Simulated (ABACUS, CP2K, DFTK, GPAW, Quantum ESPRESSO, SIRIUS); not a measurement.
HfN: bulk modulus by level of theory

Symmetry: Fm-3m, No. 225, cubic system. Conventional cell: a = 4.512 Å, b = 4.512 Å, c = 4.512 Å, α = 90.00°, β = 90.00°, γ = 90.00°. Hf (site symmetry m-3m) is surrounded by 6 N at 2.26 Å. N (site symmetry m-3m) has 6 Hf at 2.26 Å as nearest neighbours.

| rung | level | program and potentials | cutoff (eV) | k mesh | smearing | task | core time | chip | bulk modulus (GPa) | notes |
| --- | --- | --- | --- | --- | --- | --- | --- | --- | --- | --- |
| GGA | PBE | SIRIUS, PseudoDojo 0.4.1 PBE standard (scalar relativistic) | 1152 | 5 × 5 × 5 | fermi-dirac 0.05 | eos task | 37 s | AMD EPYC 9R45 Zen 5 | 266.3 | coarse mesh |
| GGA | PBE | SIRIUS, GBRV 1.5 PBE (ultrasoft) | 557 | 5 × 5 × 5 | fermi-dirac 0.05 | eos task | 52 s | AMD EPYC 9R45 Zen 5 | 266.9 | coarse mesh |
| GGA | PBE | SIRIUS, JTH 2.0 PBE (PAW) | 686 | 5 × 5 × 5 | fermi-dirac 0.05 | eos task | 54 s | AMD EPYC 9R45 Zen 5 | 265.9 | coarse mesh |
| GGA | PBE | SIRIUS, PseudoDojo 0.5 PBE stringent (scalar relativistic) | 1799 | 5 × 5 × 5 | fermi-dirac 0.05 | eos task | 67 s | AMD EPYC 9R45 Zen 5 | 263.4 | coarse mesh |
| LDA | LDA | SIRIUS, PseudoDojo 0.4.1 PBE standard (scalar relativistic) | 1152 | 7 × 7 × 7 | fermi-dirac 0.05 | eos task | 74 s | Intel Xeon 6975P-C Granite Rapids | 298.6 | potentials made for PBE |
| GGA | PBEsol | SIRIUS, PseudoDojo 0.4.1 PBE standard (scalar relativistic) | 1152 | 7 × 7 × 7 | fermi-dirac 0.05 | eos task | 76 s | Intel Xeon 6975P-C Granite Rapids | 284.0 | potentials made for PBE |
| GGA | PW91 | SIRIUS, PseudoDojo 0.4.1 PBE standard (scalar relativistic) | 1152 | 7 × 7 × 7 | fermi-dirac 0.05 | eos task | 82 s | Intel Xeon 6975P-C Granite Rapids | 266.4 | potentials made for PBE |
| GGA | RPBE | SIRIUS, PseudoDojo 0.4.1 PBE standard (scalar relativistic) | 1152 | 7 × 7 × 7 | fermi-dirac 0.05 | eos task | 82 s | Intel Xeon 6975P-C Granite Rapids | 253.3 | potentials made for PBE |
| GGA | PBE | SIRIUS, PseudoDojo 0.4.1 PBE standard (scalar relativistic) | 1152 | 7 × 7 × 7 | fermi-dirac 0.05 | eos task | 83 s | Intel Xeon 6975P-C Granite Rapids | 265.2 | - |
| GGA + dispersion | PBE+D3(BJ) | Quantum ESPRESSO, PseudoDojo 0.4.1 SR PBE standard | 1143 | 10 × 10 × 10 | fermi-dirac 0.05 | equation of state | 1.7 min | Intel Xeon 6975P-C Granite Rapids | 277.3 | - |
| GGA | PBEsol | GPAW, PAW data sets generated for this functional | 800 | 10 × 10 × 10 | fermi-dirac 0.05 | equation of state | 2.4 min | Arm Neoverse V2 | 290.0 | - |
| GGA | PBEsol | ABACUS, PseudoDojo NC SR 0.4.1 PBEsol standard, plane waves | 1143 | 10 × 10 × 10 | fermi-dirac 0.05 | equation of state | 3.1 min | Intel Xeon 6975P-C Granite Rapids | 286.9 | - |
| GGA | PBEsol | SIRIUS, PseudoDojo 0.4.1 PBEsol standard (scalar relativistic) | 1152 | 10 × 10 × 10 | fermi-dirac 0.05 | equation of state | 6.6 min | Arm Neoverse V1 | 286.9 | - |
| GGA | PBEsol | CP2K, POTENTIAL_UZH Hf GTH-PBE-q12, N GTH-PBE-q5; TZVP-MOLOPT-PBE-GTH basis | - | 10 × 10 × 10 | fermi-dirac 0.05 | equation of state | 7.1 min | Intel Xeon 6975P-C Granite Rapids | 285.0 | atomic basis; potentials made for PBE |
| GGA | PBEsol | DFTK, PseudoDojo SR PBEsol 0.4.1 standard (PBEsol) | 1143 | 10 × 10 × 10 | fermi-dirac 0.05 | equation of state | 9 min | Intel Xeon 6975P-C Granite Rapids | 286.8 | - |
| meta-GGA | r2SCAN | CP2K, POTENTIAL_UZH Hf GTH-SCAN-q12, N GTH-SCAN-q5; TZVP-MOLOPT-SCAN-GTH basis | - | 10 × 10 × 10 | fermi-dirac 0.05 | equation of state | 21 min | Arm Neoverse V1 | 284.8 | atomic basis |

Times are single runs on shared hosts and different chips, so they are rough; meshes, cutoffs and the tasks' sizes weigh on the time. All rows: no spin polarisation. Smearing widths are in eV. The cell comes from a database and isn't always the measured one. For a metal such meshes aren't converged. Meshes differ between rows, which moves values too. Meshes are those of the run's cell of 2 atoms unless a note names another. Runs on faulty files, with rough fits or with known faults for this quantity aren't shown. No row holds spin-orbit coupling.

By rung: LDA 298.6; GGA 253.3 to 290.0; GGA + dispersion 277.3; GGA on coarse meshes 263.4 to 266.9; GGA in atomic bases 285.0; meta-GGA in atomic bases 284.8 (GPa).
